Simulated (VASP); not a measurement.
Write the native input for VASP 6.6.1 that does the following.

| Property | Result |
| --- | --- |
| Task | single point |
| Functional | r2SCAN |
| Potentials or basis | VASP PAW PBE potentials, release 64 (W_sv) |
| Cutoff | 520 eV |
| k mesh | 6 × 6 × 4 |
| Occupations | gaussian, width 0.1 eV |
| Spin | no spin polarisation |
| Dipole correction | no |
| Further INCAR settings | ALGO = Normal; EDIFF = 1e-06; NBANDS = 36 |

Crystal: W.

```xyz
4
Lattice="2.1998 -4.0330 0.0000 2.1998 4.0330 0.0000 0.0000 0.0000 4.3267" Properties=species:S:1:pos:R:3 pbc="T T T"
W     2.1998    2.7464    0.2471
W     2.1998   -1.2866    1.9162
W     2.1998   -2.7464    4.0796
W     2.1998    1.2866    2.4104
```

The cell was built by a generator and needn't be a form met in nature.

One way to write it, as run:

POSCAR

```
W
1.0
    2.1997587289     -4.0330148074      0.0000000000
    2.1997587289      4.0330148074      0.0000000000
    0.0000000000      0.0000000000      4.3266531695
W
4
Direct
    0.1595108158      0.8404891842      0.0571063921
    0.6595108158      0.3404891842      0.4428936079
    0.8404891842      0.1595108158      0.9428936079
    0.3404891842      0.6595108158      0.5571063921
```

INCAR.step1

```
ALGO = Normal
EDIFF = 1E-4
ENCUT = 520
GGA = PE
ISMEAR = 0
LASPH = True
LCHARG = False
LREAL = False
LWAVE = True
NBANDS = 36
NELM = 100
PREC = Accurate
SIGMA = 0.1
```

INCAR.step2

```
ALGO = Normal
EDIFF = 1E-6
ENCUT = 520
ISIF = 2
ISMEAR = 0
ISTART = 1
LASPH = True
LCHARG = False
LMIXTAU = True
LREAL = False
LWAVE = False
METAGGA = R2SCAN
NBANDS = 36
NELM = 100
PREC = Accurate
SIGMA = 0.1
```

KPOINTS

```
k-points
0
Gamma
  6 6 4
```

Potentials or basis: VASP PAW PBE potentials, release 64 (W_sv).

The run is started by

```bash
$ cat potpaw_PBE.64/W_sv/POTCAR > POTCAR
$ cp INCAR.step1 INCAR
$ mpirun -np 1 vasp_std > vasp.out
$ cp INCAR.step2 INCAR
$ mpirun -np 1 vasp_std > vasp.out
```

Results of the run:

```json
{
 "Pressure": "0.9 GPa",
 "Largest force": "0.049 eV/Å",
 "Band gap on the k mesh": "none (metal or under the smearing width)"
}
```

Caveat: the k mesh is coarse (spacing up to 0.36 Å⁻¹), so the values aren't converged; the PAW data sets were made with another functional, which shifts forces and pressure a little.

Run time: 120 s on 1 thread of Intel(R) Xeon(R) 6975P-C (Granite Rapids), with other jobs on the host, peak memory 0.24 GiB.
